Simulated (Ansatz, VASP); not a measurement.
**W in VASP and in Ansatz**

```
CELL_PARAMETERS angstrom
1.73078 0.99927 3.20953
-1.73078 0.99927 3.20953
0.00000 -1.99854 3.20953
ATOMIC_POSITIONS crystal
W 0.22754 0.22754 0.22754
W 0.77246 0.77246 0.77246
```

Alike in both runs: task single point; functional r2SCAN; k mesh 6 × 6 × 6; occupations gaussian, width 0.1 eV; no spin polarisation.

|  | VASP | Ansatz |
| --- | --- | --- |
| version | VASP 6.6.1 | Ansatz 0.2.0 |
| potentials or method | VASP PAW PBE potentials, release 64 (W_sv) | scalar-relativistic, plane waves, PAW |
| plane-wave cutoff (eV) | 520 | 500 |
| valence electrons in the cell | 28 | 28 |

Ansatz gave:

| Quantity | Value |
| --- | --- |
| gap on the k mesh at the Fermi level (eV) | none |
| rms of the force components (eV/Å) | 4.925 |

Problem. What did VASP give for the same quantities?

Solution. gap on the k mesh at the Fermi level (eV): none; rms of the force components (eV/Å): 5.133.

Atom by atom the forces differ by 0.208 eV/Å (rms over components). A gap of «none» marks a metal or a gap that the smearing closes. The functional is the same, so the differences come from potentials, cutoffs and numerics.

Caveats: the k mesh is coarse (spacing up to 0.37 Å⁻¹), so the values aren't converged; the PAW data sets were made with another functional, which shifts forces and pressure a little (VASP). The runs have no spin-orbit coupling, so splittings on W are missing.
